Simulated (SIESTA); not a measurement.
Ge under changes of volume

One of the cells (19.607 Å³/atom); the others are scaled copies at fixed shape and fractional positions:

```
Ge
1.0
     1.39715   -2.60052    0.00000
     1.39715    2.60052    0.00000
     0.00000    0.00000    2.69823
Ge
1
Direct
  0.50000 0.50000 0.00000
```

This isn't the form of Ge at room conditions, which is diamond.

```yaml
Program: SIESTA 5.4.2
Functional: PBEsol
Potentials_or_basis: PseudoDojo 0.4 standard (PBEsol files)
Basis: DZP (energy shift 0.003 Ry; two zetas on semicore shells)
Grid_cutoff: 800 Ry
Energy_shift: 0.003 Ry
k_mesh: 11 × 11 × 10
Occupations: fermi-dirac, width 0.05 eV
Spin: no spin polarisation
```

```tsv
volume (Å³/atom)	energy over the lowest point (meV/atom)	pressure (GPa)
18.431	2.15	1.7
18.823	0.00	0.1
19.215	1.34	-1.2
19.607	6.02	-2.6
19.999	13.76	-3.6
20.391	?	?
20.783	36.04	-5.5
```

Question: What does the run at 20.391 Å³/atom give?

Answer: Energy over the lowest point 23.71 meV/atom; pressure -4.5 GPa.

Worked out: A Birch-Murnaghan fit of order 3 (a polynomial in V^(-2/3)) to the other rows has its minimum at 18.86 Å³/atom with B0 = V·E''(V) = 72 GPa and B' = 5.3 at fixed shape and positions, which overstates the stiffness. It gives 23.77 meV/atom at 20.391 Å³/atom, against the run's 23.71, and -dE/dV = -4.6 GPa, against -4.5.

Energies are extrapolated to zero smearing.

Caveats: the basis of atomic orbitals isn't converged, which shifts pressures, moduli and gaps.
